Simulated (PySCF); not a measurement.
## Spin-Hamiltonian simulation

Molecule: `InChI=1S/CHF3/c2-1(3)4/h1H`.

Geometry:
| atom | x (Å) | y (Å) | z (Å) |
| --- | --- | --- | --- |
| F1 | -0.816 | -0.904 | -0.499 |
| C2 | 0.091 | -0.061 | -0.008 |
| F3 | 1.263 | -0.319 | -0.585 |
| F4 | -0.271 | 1.180 | -0.324 |
| H5 | 0.166 | -0.173 | 1.076 |

[PySCF 2.14.0 with density-fitted response routines: shieldings: GIAO B97-2/pcSseg-2; couplings computed with B3LYP/pcJ-2; geometry from PBE0-D3(BJ)/def2-TZVP; relativity neglected; equivalent nuclei averaged; one conformer; in vacuum]

Referencing at the same level of theory: 1H (σ = 31.64 ppm) against TMS.

Shifts (ppm): F1/F3/F4 -89.0, H5 6.48.
Couplings (Hz): F1–F3, F1–F4, F3–F4: 59.6; F1–H5, F3–H5, F4–H5: 89.5.

The 4-spin Hamiltonian (Zeeman plus full scalar coupling among like nuclei) was diagonalised exactly; lines are Lorentzian, 0.5 Hz wide, and the maxima above 3 % are listed with the tallest set to 100.

**Question.** Give the 1H peak list of this spin system at 80 MHz.

**Answer.** 
Hz from δ = 0 (height): 652.7 (33), 563.1 (100), 473.7 (100), 384.2 (33)

**Question.** And at 500 MHz?

**Answer.** 
Hz from δ = 0 (height): 3374.2 (33), 3284.8 (100), 3195.2 (100), 3105.8 (33)
